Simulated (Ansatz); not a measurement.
Consider InN in the wurtzite structure (space group P6_3mc, No. 186; a = 3.581 Å, c = 5.788 Å).

Modification: a negative pressure, −1 GPa.

Levels (all Ansatz, a first-principles code, PAW, earlier PAW set): PBE (420 eV, without spin-orbit coupling); r2SCAN (500 eV, no spin-orbit coupling).

The geometry is relaxed with PBE.

* **PBE pressure**: -1.0 GPa

Task: Predict the pressure from r2SCAN.

Result: The pressure falls by 3.86 GPa (-1.0 GPa → -4.8 GPa).

Single points use the geometry relaxed with PBE. Their cutoffs differ, which shifts pressures a little. A case with no gap was solved on a k-mesh chosen for an insulator, which is coarse for it. Load acts through the strain it causes; cell and atoms are relaxed under it. No phonon test of stability was made. The final runs are not spin-polarised.
